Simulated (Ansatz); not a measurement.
# CuO: the cost of one run

Program: Ansatz 0.2.0. Level of theory: DFT PBE+U (U = 5 eV, J = 0.9 eV on Cu d), plane waves, PAW. These are calculated values, not measurements.

1 further run of the same task is left out (it didn't finish).

## 1. The structure to begin with

It takes space group Cc (No. 9, monoclinic). The conventional cell has a = 4.689 Å, b = 3.427 Å, c = 5.132 Å, α = 90.00°, β = 99.65°, γ = 90.00°. Around Cu (site symmetry 1) lie 4 O at 1.91 to 2.02 Å. O (site symmetry 1) has 4 Cu at 1.91 to 2.02 Å as nearest neighbours.

Coordinates:

```
CELL_PARAMETERS angstrom
2.34465 -1.71340 0.00000
2.34465 1.71340 0.00000
-0.86055 0.00000 5.05944
ATOMIC_POSITIONS crystal
Cu 0.00320 0.49680 0.00000
Cu 0.49680 0.00320 0.50000
O 0.57140 0.40560 0.25370
O 0.40560 0.57140 0.75370
```

## 2. Ferromagnetic start, free, symmetry kept, no search

The input, input.yaml:

```yaml
crystal:
  lattice:
    - [2.34464976, -1.71339982, 0.0]
    - [2.34464976, 1.71339982, 0.0]
    - [-0.86054991, 0.0, 5.05943948]
  atoms:
    - { symbol: Cu, position: [0.0032, 0.4968, 0.0], spin: 1.0 }
    - { symbol: Cu, position: [0.4968, 0.0032, 0.5], spin: 1.0 }
    - { symbol: O, position: [0.5714, 0.4056, 0.2537] }
    - { symbol: O, position: [0.4056, 0.5714, 0.7537] }
basis:
  ecutwfc: 420
  ecutrho_ratio: 4
kpoints:
  mp_grid: { grid: [7, 7, 4] }
hamiltonian:
  xc: pbe
  hubbard:
    sites:
      - { site: 0, l: d, u: 5.0, j: 0.9 }
      - { site: 1, l: d, u: 5.0, j: 0.9 }
scf:
  occupations: { method: gaussian, width: 0.05 }
  lower_state_search: "off"
  max_iter: 150
output:
  forces: true
  stress: true
  eigenvalues: true
  populations: true
  hubbard: { sites: [{ site: 0, l: d }, { site: 1, l: d }] }
magnetization:
  spin_polarized: true
```

Launch:

```sh
ansatz run input.yaml --threads 2 --pin off --max-ram 3072MiB --backend cpu --events-out ev --progress --plain --runs-dir out
```

What time and memory should one allow on 2 threads of Arm Neoverse V2, shared host?

About 20 s, with a peak of 0.41 GiB.
